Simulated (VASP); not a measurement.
## PdIn and the effect of the functional

The cell as given:

Space group Fm-3m (No. 225). a = 5.492 Å, b = 5.492 Å, c = 5.492 Å, α = 90.00°, β = 90.00°, γ = 90.00°
```tsv
atom	site	symmetry	x	y	z
In	4a	m-3m	0.0000	0.0000	0.0000
Pd	4b	m-3m	0.5000	0.0000	0.0000
```

The cell comes from a database or a generator and needn't be the stable form of this composition.

Kept alike: task relaxation of cell and atoms; k mesh 8 × 8 × 8; occupations fermi-dirac, width 0.05 eV; no spin polarisation. Program: VASP, PAW files In_d, Pd, 600 eV. The mesh is that of the run's cell of 2 atoms. No spin-orbit coupling.

```csv
functional,volume (Å³/atom)
AM05,19.618
BLYP,22.355
LDA,19.013
PBE,20.763
PBEsol,19.618
PW91,20.785
RPBE,21.487
SCAN,19.843
optB88-vdW,20.626
r2SCAN,20.151
revPBE,21.278
vdW-DF-cx,19.758
```

The relaxations keep at least the cell's symmetry (Fm-3m). For a metal such a mesh leaves the last digits unconverged. Relaxations stop with a little pressure left, so the last digits of a volume or edge aren't settled. Potentials were made for PBE (AM05, BLYP, PBE, PBEsol, PW91, RPBE, SCAN, optB88-vdW, r2SCAN, revPBE, vdW-DF-cx); LDA (LDA).

The volume runs from 19.013 (LDA) to 22.355 Å³/atom (BLYP). From PBE: AM05 -1.145; BLYP +1.592; LDA -1.750; PBEsol -1.145; PW91 +0.022; RPBE +0.724; SCAN -0.920; optB88-vdW -0.137; r2SCAN -0.612; revPBE +0.515; vdW-DF-cx -1.005.
